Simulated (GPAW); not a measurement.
# BaTiO3 (P4mm) in GPAW: equation of state

Aim: energy against volume of BaTiO3 in PBEsol, for its equilibrium volume and stiffness.

Everything below comes from runs of GPAW 26.7.0. Logs are shortened: lines on timing, memory, paths and dates and some standing lists are left out, and cuts for length are marked. The log counts tension as positive stress, the text compression.

### Step 1. The crystal as given

The structure is tetragonal, space group P4mm (No. 99). The conventional cell has a = 4.000 Å, b = 4.000 Å, c = 4.018 Å, α = 90.00°, β = 90.00°, γ = 90.00°. Ba (site symmetry 4mm) is surrounded by 12 O at 2.79 to 2.88 Å. Ti (site symmetry 4mm) has 6 O at 1.89 to 2.13 Å as nearest neighbours. Around O (site symmetry 2mm) lie 2 Ti at 2.00 Å. O (site symmetry 4mm) has 2 Ti at 1.89 to 2.13 Å as nearest neighbours.

### Step 2. Equation of state, PBEsol

run.py reads:

```python
from ase import Atoms
from ase.eos import EquationOfState
from ase.io import Trajectory
from ase.units import GPa
from ase.parallel import parprint
from gpaw import GPAW, PW, setup_paths

setup_paths.insert(0, '.')

atoms = Atoms(['Ba', 'Ti', 'O', 'O', 'O'],
              cell=[[3.9998, 0.0, 0.0],
                    [0.0, 3.9998, 0.0],
                    [0.0, 0.0, 4.018]],
              scaled_positions=[[0.0, 0.0, 0.0],
                                [0.5, 0.5, 0.49],
                                [0.0, 0.5, 0.517],
                                [0.5, 0.0, 0.517],
                                [0.5, 0.5, 0.019]],
              pbc=True)

traj = Trajectory('eos.traj', 'w')
volumes, energies = [], []
for x in [0.94, 0.96, 0.98, 1.0, 1.02, 1.04, 1.06]:
    a = atoms.copy()
    a.set_cell(atoms.cell * x**(1 / 3), scale_atoms=True)
    calc = GPAW(mode=PW(800),
                xc='PBEsol',
                kpts={'size': (7, 7, 7), 'gamma': True},
                occupations={'name': 'fermi-dirac', 'width': 0.05},
                nbands=36,
                convergence={'density': 1e-05, 'energy': 1e-05},
                maxiter=150,
                txt=f'eos-{x:.2f}.txt')
    a.calc = calc
    energies.append(a.get_potential_energy(force_consistent=True))
    volumes.append(a.get_volume())
    p = -a.get_stress()[:3].mean() / GPa
    calc.write(f'eos-{x:.2f}.gpw')
    traj.write(a)
    parprint(f'{x:.2f} {volumes[-1]:10.4f} A^3 {energies[-1]:14.6f} eV {p:9.3f} GPa', flush=True)

v0, e0, B = EquationOfState(volumes, energies, eos='birchmurnaghan').fit()
parprint(f'V0 = {v0:.4f} A^3, E0 = {e0:.6f} eV, B0 = {B / GPa:.2f} GPa')
```

Potentials or basis: PAW data sets generated in the run's folder for this functional, pw.

Run with:

```bash
$ gpaw-setup -f PBEsol Ba O Ti
$ OMP_NUM_THREADS=1 mpirun -n 4 gpaw python run.py
```

Log:

```text
__  _  _
 | _ |_)|_||  |
 |__||  | ||/\| - 26.7.0

Input parameters:
  mode=PW(ecut=800.0),
  convergence={'density': 1e-05, 'energy': 1e-05},
  kpts=MonkhorstPack(size=(7, 7, 7), gamma=True),
  maxiter=150,
  nbands=36,
  occupations=Occupations(name='fermi-dirac', width=0.05),
  xc=XC(name='PBEsol')

Diagonalizing LCAO Hamiltonian
Converting LCAO to pw mode
   .---------.
  /|         |
 * |         |
 |O|         |
 | |  OTi    |
 | .---------.
 |/    O    /
 Ba--------*

Atoms  # Å, Bohr magnetons
|   | symbol |        x |        y |        z |    initial magnetic moments |
|---|--------|----------|----------|----------|-----------------------------|
| 0 |     Ba | 0.000000 | 0.000000 | 0.000000 | ( 0.0000,  0.0000,  0.0000) |
| 1 |     Ti | 1.959074 | 1.959074 | 1.928629 | ( 0.0000,  0.0000,  0.0000) |
| 2 |      O | 0.000000 | 1.959074 | 2.034900 | ( 0.0000,  0.0000,  0.0000) |
| 3 |      O | 1.959074 | 0.000000 | 2.034900 | ( 0.0000,  0.0000,  0.0000) |
| 4 |      O | 1.959074 | 1.959074 | 0.074784 | ( 0.0000,  0.0000,  0.0000) |

Unit cell  # Å
| periodic |        x |        y |        z |  lengths |    angles |
|----------|----------|----------|----------|----------|-----------|
|      yes | 3.918149 | 0.000000 | 0.000000 | 3.918149 | 90.000000 |
|      yes | 0.000000 | 3.918149 | 0.000000 | 3.918149 | 90.000000 |
|      yes | 0.000000 | 0.000000 | 3.935977 | 3.935977 | 90.000000 |

Number of symmetries: 8
Symmetry operations  # r_c * U_cc + t_c -> r_c
|   | kind |            matrix            |
|---|------|------------------------------|
| 0 |  E   |  1, 0, 0,  0, 1, 0,  0, 0, 1 |
| 1 |  σ   |  1, 0, 0,  0,-1, 0,  0, 0, 1 |
| 2 |  σ   |  0, 1, 0,  1, 0, 0,  0, 0, 1 |
| 3 |  C4  |  0, 1, 0, -1, 0, 0,  0, 0, 1 |
| 4 |  C4  |  0,-1, 0,  1, 0, 0,  0, 0, 1 |
| 5 |  σ   |  0,-1, 0, -1, 0, 0,  0, 0, 1 |
| 6 |  σ   | -1, 0, 0,  0, 1, 0,  0, 0, 1 |
| 7 |  C2  | -1, 0, 0,  0,-1, 0,  0, 0, 1 |

BZ-sampling:
  Number of BZ points: 343
  Number of IBZ points: 40

  Monkhorst-Pack size: [7, 7, 7]
  Monkhorst-Pack shift: [0, 0, 0]

K-points  # in reciprocal-cell coordinates
|     |                                coordinates |     weight |
|-----|--------------------------------------------|------------|
|   0 | (  0.00000000,   0.00000000,   0.00000000) | 0.00291545 |
|   1 | (  0.00000000,   0.00000000,   0.14285714) | 0.00583090 |
|   2 | (  0.00000000,   0.00000000,   0.28571429) | 0.00583090 |
|   3 | (  0.00000000,   0.00000000,   0.42857143) | 0.00583090 |
|   4 | (  0.14285714,   0.00000000,   0.00000000) | 0.01166181 |
|   5 | (  0.14285714,   0.00000000,   0.14285714) | 0.02332362 |
|   6 | (  0.14285714,   0.00000000,   0.28571429) | 0.02332362 |
|   7 | (  0.14285714,   0.00000000,   0.42857143) | 0.02332362 |
|   8 | (  0.14285714,   0.14285714,   0.00000000) | 0.01166181 |
|   9 | (  0.14285714,   0.14285714,   0.14285714) | 0.02332362 |
| ... |                                            |            |
|  39 | (  0.42857143,   0.42857143,   0.42857143) | 0.02332362 |

Plane wave coefficients: 3121
Cutoff: 800.0 eV

Spin-components: 1 (collinear spins)
Bands:           36
Projectors:      27
Spin-degeneracy: 2
Datatype:        complex128

Parallelization:
  kpt:    4
  domain: 1
  band:   1

Density:
  Valence electrons: 40.0
  Components: 1
  Grid points: [27 27 27]
  Charge: 0.0  # |e|

Potential:
  Grid points: [27 27 27]

species:
  Ba:
    name:    Barium
    Z:       56.0
    valence: 10
    core:    46
    charge:  0.0  # [|e|]
    compensation charges:
      type: gauss
      rc: 0.37  # [Å]
      lmax: 2
    cutoffs:
      filter: 2.06  # [Å]
      core: 2.33  # [Å]
    projectors
    | kind |    occ | energy [eV] | rcut [Å] |
    |------|--------|-------------|----------|
    |   5s |  2.000 |     -33.673 |    1.164 |
    |   6s |  2.000 |      -3.245 |    1.164 |
    |   5p |  6.000 |     -18.749 |    1.164 |
    |    p |        |       0.000 |    1.164 |
    |    d |        |       0.000 |    1.164 |
    |    d |        |      27.211 |    1.164 |

    Using partial waves for Ba as LCAO basis

  Ti:
    name:    Titanium
    Z:       22.0
    valence: 12
    core:    10
    charge:  0.0  # [|e|]
    compensation charges:
      type: gauss
      rc: 0.38  # [Å]
      lmax: 2
    cutoffs:
      filter: 2.23  # [Å]
      core: 1.02  # [Å]
    projectors
    | kind |    occ | energy [eV] | rcut [Å] |
    |------|--------|-------------|----------|
    |   3s |  2.000 |     -62.441 |    1.270 |
    |   4s |  2.000 |      -4.477 |    1.270 |
    |   3p |  6.000 |     -38.776 |    1.058 |
    |   4p |  0.000 |      -1.449 |    1.058 |
    |   3d |  2.000 |      -4.275 |    1.058 |
    |    d |        |      22.937 |    1.058 |

    Using partial waves for Ti as LCAO basis

  O:
    name:    Oxygen
    Z:       8.0
    valence: 6
    core:    2
    charge:  0.0  # [|e|]
    compensation charges:
      type: gauss
      rc: 0.21  # [Å]
      lmax: 2
    cutoffs:
      filter: 1.17  # [Å]
      core: 0.83  # [Å]
    projectors
    | kind |    occ | energy [eV] | rcut [Å] |
    |------|--------|-------------|----------|
    |   2s |  2.000 |     -23.808 |    0.688 |
    |   2p |  4.000 |      -8.972 |    0.598 |
    |    s |        |       3.404 |    0.688 |
    |    p |        |      18.239 |    0.598 |
    |    d |        |       0.000 |    0.619 |

    Using partial waves for O as LCAO basis

Reference energy: -250490.376484  # eV

eigensolver:
  PPCG
  Converge bands: occupied
  niter=2

density mixing:
  MSR1-Mixer
  Pratt-step length: 0.05
  Maximum mixing coefficient: 0.75
  Old densities: 10
  SVD Regularization: 0.005
  Good broyden scale: 1.0
  Trust region scale: 1.0
  Backstep threshold: 4.0
  History deletion threshold: 6.0
  Fourier metric: weight=20.0, sigma=0.015

occupation numbers:
  Fermi-Dirac:
    width: 0.0500  # eV

poisson solver:
  ecut: 6400.0  # eV

xc functional:
  name: PBEsol with 2 nearest neighbor stencil

convergence criteria:
- Maximum integral of absolute [dens]ity change: 1e-05 electrons / valence electron
- Maximum [total energy] change in last 3 cyles: 1e-05 eV / valence electron
- Maximum integral of absolute [eigenst]ate change: 4e-08 eV^2 / valence electron
maximum number of iterations: 150

SCF iterations
|iter     | |      energy | eigst |  dens |
|---------|-|-------------|-------|-------|
|iter:   1| |  -46.327632 | +0.31 |       |
|iter:   2| |  -44.803140 | -1.42 | -0.89 |
|iter:   3| |  -41.572818 | -0.96 | -0.96 |
|iter:   4| |  -41.427460 | -2.33 | -1.51 |
|iter:   5| |  -41.406939 | -3.05 | -1.69 |
|iter:   6| |  -41.408202 | -3.62 | -2.03 |
|iter:   7| |  -41.407811 | -4.32 | -2.70 |
|iter:   8| |  -41.407838c| -5.24 | -3.03 |
|iter:   9| |  -41.407831c| -6.32 | -3.57 |
|iter:  10| |  -41.407831c| -7.81c| -4.16 |
|iter:  11| |  -41.407831c| -8.57c| -5.17c|

Converged in 11 steps
Energy contributions relative to reference atoms: (reference = -250490.376484)

Energy contributions:
  Kinetic:          55.250718
  Coulomb:         -55.478730
  Zero:              0.804753
  External:          0.000000
  Xc:              -41.984572
  Entropy:          -0.000000
  Spinorbit:         0.000000
  ----------------------------
  Free energy:     -41.407831
  Extrapolated:    -41.407831

dipole moment: (-34.664472, -34.664472, -33.198120)  # |e|*Ang

Fermi level: 9.185
Eigenvalues  # (at kpt = [0.000, 0.000, 0.000])
| band index |      eig [eV] | occ [0-2] |
|------------|---------------|-----------|
|          0 |       -47.720 |     2.000 |
|        ... |               |           |
|         12 |         5.976 |     2.000 |
|         13 |         5.976 |     2.000 |
|         14 |         6.907 |     2.000 |
|         15 |         6.907 |     2.000 |
|         16 |         6.999 |     2.000 |
|         17 |         8.040 |     2.000 |
[... 8 lines left out ...]
|         26 |        13.303 |     0.000 |
|         27 |        16.117 |     0.000 |
|        ... |               |           |
|         35 |        28.661 |     0.000 |

Gap: 1.990 eV
Transition (v -> c):
  (s=0, k=39, n=19, [0.43, 0.43, 0.43]) -> (s=0, k=0, n=20, [0.00, 0.00, 0.00])
Direct/indirect transitions are different
Direct gap: 2.110 eV
Transition at: (s=0, k=0, n=19, [0.00, 0.00, 0.00])

Stress tensor  # eV/Ang^3
|         x |         y |         z |
|-----------|-----------|-----------|
| -0.057277 |  0.000000 |  0.000000 |
|  0.000000 | -0.057277 |  0.000000 |
|  0.000000 |  0.000000 | -0.064849 |

# Writing to eos-0.94.gpw (mode='')
```

It took 3.3 min on 4 MPI ranks of Arm Neoverse V1, shared host; peak memory 0.3 GiB.

What came out:

* Equilibrium volume: 12.70 Å³/atom
* Bulk modulus at fixed shape and positions: 177 GPa
* Pressure derivative of the bulk modulus: 4.6

Energy against volume, from the lowest point:
| volume (Å³/atom) | energy (meV/atom) |
| --- | --- |
| 12.085 | 17.54 |
| 12.342 | 5.41 |
| 12.599 | 0.00 |
| 12.856 | 0.61 |
| 13.113 | 6.63 |
| 13.371 | 17.42 |
| 13.628 | 32.52 |

Caveat: the cell was scaled at fixed shape and fractional positions, which overstates the stiffness of a crystal with free parameters, most of all of layers and chains. Spin-orbit coupling is left out, which matters for the levels of Ba.
